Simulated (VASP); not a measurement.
## WSe₂ (fluorite): gaps by functional in VASP

```xyz
3
Lattice="0.0000 3.0925 3.0925 3.0925 0.0000 3.0925 3.0925 3.0925 0.0000" Properties=species:S:1:pos:R:3 pbc="T T T"
W     0.0000    0.0000    0.0000
Se    1.5462    1.5462    1.5462
Se    4.6387    4.6387    4.6387
```

All runs share this cell. Band v is the last that the valence electrons fill when counted band by band, and c is the next. A negative gap between them is a band overlap, as in a metal.

```json
{"level": "PBE", "gap (eV)": "-0.90", "least direct gap (eV)": "0.00", "pressure (GPa)": "0.8"}
{"level": "r²SCAN", "gap (eV)": "-1.01", "least direct gap (eV)": "0.00", "pressure (GPa)": "-0.7"}
{"level": "LDA", "gap (eV)": "-0.89", "least direct gap (eV)": "0.00", "pressure (GPa)": "-6.5"}
{"level": "PBEsol", "gap (eV)": "-0.89", "least direct gap (eV)": "0.00", "pressure (GPa)": "-4.3"}
{"level": "PBE with spin–orbit coupling", "gap (eV)": "-0.73", "least direct gap (eV)": "0.00", "pressure (GPa)": "–"}
```
